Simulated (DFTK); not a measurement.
**Te under changes of volume**

One of the cells (31.146 Å³/atom); the others are scaled copies at fixed shape and fractional positions:

```
Te
1.0
     2.30590    1.33131    1.69095
    -2.30590    1.33131    1.69095
     0.00000   -2.66263    1.69095
Te
1
Direct
  0.50000 0.50000 0.50000
```

This isn't the form of Te at room conditions, which is trigonal, of chains.

- Program: DFTK 0.8.2
- Functional: PBE
- Potentials or basis: dojo.nc.sr.pbe.v0_4_1.standard.upf (PBE)
- Cutoff: 1088 eV
- k mesh: 9 × 9 × 9
- Occupations: fermi-dirac, width 0.05 eV
- Spin: no spin polarisation

| volume (Å³/atom) | energy over the lowest point (meV/atom) | pressure (GPa) |
| --- | --- | --- |
| 29.277 | 68.90 | 7.1 |
| 29.900 | 44.34 | 5.5 |
| 30.523 | 25.73 | 4.0 |
| 31.146 | 12.50 | 2.7 |
| 31.769 | 4.11 | 1.5 |
| 32.392 | ? | ? |
| 33.015 | 0.00 | -0.5 |

Problem. What does the run at 32.392 Å³/atom give?

Solution. Energy over the lowest point 0.09 meV/atom; pressure 0.5 GPa.

Worked out: A Birch-Murnaghan fit of order 3 (a polynomial in V^(-2/3)) to the other rows has its minimum at 32.71 Å³/atom with B0 = V·E''(V) = 50 GPa and B' = 4.4 at fixed shape and positions, which overstates the stiffness. It gives 0.08 meV/atom at 32.392 Å³/atom, against the run's 0.09, and -dE/dV = 0.5 GPa, against 0.5.

Energies are extrapolated to zero smearing.
